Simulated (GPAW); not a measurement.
Set up this calculation in GPAW 26.7.0, as an ASE script.

| Item | Value |
| --- | --- |
| Task | single point |
| Functional | PBE |
| Potentials or basis | GPAW PAW data sets (gpaw-data 1.2.1) |
| Cutoff | 600 eV |
| Basis | pw |
| k mesh | 7 × 7 × 7 |
| Occupations | gaussian, width 0.02 eV |
| Spin | no spin polarisation |
| Maxiter | 150 |

The structure of TePb lies in TePb.xyz:

```xyz
2
Lattice="0.0000000000 3.2310000000 3.2310000000 3.2310000000 0.0000000000 3.2310000000 3.2310000000 3.2310000000 0.0000000000" Properties=species:S:1:pos:R:3 pbc="T T T"
Pb     0.0000000000      0.0000000000      0.0000000000
Te     3.2310000000      3.2310000000      3.2310000000
```

One way to write it, as run:

run.py

```python
from ase.dft.bandgap import bandgap
from ase.io import read, write
from ase.units import Bohr, GPa
from gpaw import GPAW, PW
from gpaw.elf import elf_from_dft_calculation

atoms = read('TePb.xyz')

calc = GPAW(mode=PW(600),
            xc='PBE',
            kpts={'size': (7, 7, 7), 'gamma': True},
            occupations={'name': 'methfessel-paxton', 'order': 0, 'width': 0.02},
            nbands=19,
            convergence={'density': 1e-05, 'energy': 1e-05},
            maxiter=150,
            txt='gpaw.txt')
atoms.calc = calc
energy = atoms.get_potential_energy()
forces = atoms.get_forces()
stress = atoms.get_stress()
calc.write('gs.gpw')
write('result.traj', atoms)
print(f'Energy: {energy:.6f} eV')
print('Forces (eV/A):')
print(forces.round(4))
print('Stress (GPa):', (stress / GPa).round(3))
print('Fermi level:', round(calc.get_fermi_level(), 4), 'eV')
print(f'Gap: {bandgap(calc)[0]:.4f} eV, direct: {bandgap(calc, direct=True)[0]:.4f} eV')

# fields on the real-space grid
write('density.cube', atoms, data=calc.get_pseudo_density() * Bohr**3)
write('potential.cube', atoms, data=calc.get_electrostatic_potential())
write('elf.cube', atoms, data=elf_from_dft_calculation(calc).data)
```

Potentials or basis: GPAW PAW data sets (gpaw-data 1.2.1), pw.

Command:

```bash
$ OMP_NUM_THREADS=1 python run.py
```

Results of the run:

| Item | Value |
| --- | --- |
| Pressure | 1.8 GPa |

Caveat: this odd mesh misses L, where the gap lies, so gap, dielectric constants and Born charges aren't listed.

Wall time 16 s on 1 thread of Arm Neoverse V2 (shared host), peak memory 0.17 GiB.
